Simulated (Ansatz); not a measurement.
**SiNi₂: zone-centre modes**

Level of theory: DFT PBE, scalar-relativistic, plane waves, PAW (Ansatz 0.2.0). Settings: 420 eV plane-wave cutoff, Γ-centred 12×12×8 mesh, Fermi-Dirac smearing of 0.15 eV. No spin polarisation. Phonons by linear response, acoustic sum rule imposed.

The cell, relaxed at this level:
```xyz
6
Lattice="3.9139 0.0000 0.0000 -1.9570 3.3896 0.0000 0.0000 0.0000 4.9942" Properties=species:S:1:pos:R:3 pbc="T T T"
Si    0.0000    2.2597    3.7456
Si    1.9570    1.1299    1.2485
Ni    0.0000    0.0000    0.0000
Ni    0.0000    0.0000    2.4971
Ni    0.0000    2.2597    1.2485
Ni    1.9570    1.1299    3.7456
```

It was relaxed at this level from a cell as deposited in COD. In a metal, frequencies depend on the k mesh and the smearing, soft modes most.

Optical modes at Γ:
```csv
frequency (meV),degeneracy
15.1,1
15.9,2
17.1,2
18.9,1
23.8,1
26.4,2
31.5,1
35.8,1
46.4,2
48.0,2
```

All 15 optical modes at Γ are real: no displacement of atoms at fixed cell lowers the energy to second order. Strains and modes at other wave vectors aren't tested by this run.
